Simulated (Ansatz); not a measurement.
# Ni: how the settings move a single-point run

Question: which choices in the input matter for Ni?

Computed with Ansatz 0.2.0 (reference: DFT, PBE, PAW with Ansatz's default frozen-core files, scalar-relativistic, unless a step's input says otherwise).

## Step 1: The system as given

The structure is cubic, space group Im-3m (No. 229). Conventional cell: a = 2.767 Å, b = 2.767 Å, c = 2.767 Å, α = 90.00°, β = 90.00°, γ = 90.00°. Around Ni (site symmetry m-3m) lie 8 Ni at 2.40 Å.

Coordinates:

```
Ni
1.0
    -1.38372    1.38372    1.38372
     1.38372   -1.38372    1.38372
     1.38372    1.38372   -1.38372
Ni
1
Direct
  0.00000 0.00000 0.00000
```

## Step 2: Reference

Contents of input.yaml:

```yaml
crystal:
  lattice:
    - [-1.38371547, 1.38371547, 1.38371547]
    - [1.38371547, -1.38371547, 1.38371547]
    - [1.38371547, 1.38371547, -1.38371547]
  atoms:
    - { symbol: Ni, position: [0.0, 0.0, 0.0], spin: 0.6, spin_axis: [1.0, 0.0, 0.0] }
magnetization:
  noncollinear: true
  spin_spiral: { q: [0.125, -0.125, 0.125] }
kpoints:
  mp_grid: { grid: [16, 16, 16] }
scf:
  occupations: { method: fermi_dirac, width: 0.05 }
  lower_state_search: "off"
hamiltonian:
  xc: pbe
  pseudopotentials: { kind: paw }
output:
  eigenvalues: false
```

Command:

```bash
> ansatz run input.yaml --threads 2 --pin off --max-ram 5120MiB --backend cpu --events-out ev --progress --plain --runs-dir out
```

## Step 3: Changing settings: mp_grid.grid [8, 8, 8]

Edit input.yaml of step 2 so:

```diff
@@ -11,3 +11,3 @@
 kpoints:
-  mp_grid: { grid: [16, 16, 16] }
+  mp_grid: { grid: [8, 8, 8] }
 scf:
```

**Question.** What will these runs give? Wanted: for each run, ending; energy change; abs. moment.

**Answer**, as computed:

```csv
run,ending,energy change,abs. moment (μB),cycles,time
reference,converged,0,0.43,14,32 s
"1: mp_grid.grid [8, 8, 8]",converged,-16.9 meV/atom,0.32,15,4.2 s
```

Residual by cycle in the longest SCF loop of each run; runs are numbered as in the table. The quantity is the density residual dr2, in eV.

```csv
cycle,reference,run 1
1,0.0574,0.0657
2,0.00291,0.00304
4,2.1e-4,1.6e-4
5,1.9e-4,1.6e-4
6,3.1e-5,8.9e-6
7,1.0e-6,4.5e-7
9,2.6e-5,2.7e-6
10,1.4e-6,4.9e-4
11,1.6e-7,2.1e-4
12,1.3e-7,3.5e-5
14,8.5e-11,1.3e-8
15,-,2.6e-10
```

What this shows: Changing the k-point mesh moves the energy by -16.9 meV/atom, and the absolute moment goes from 0.43 to 0.32 μB. The energy is not variational in the mesh, so the sign tells nothing. Cost: 15 SCF cycles against 14, 4.2 s against 32 s.
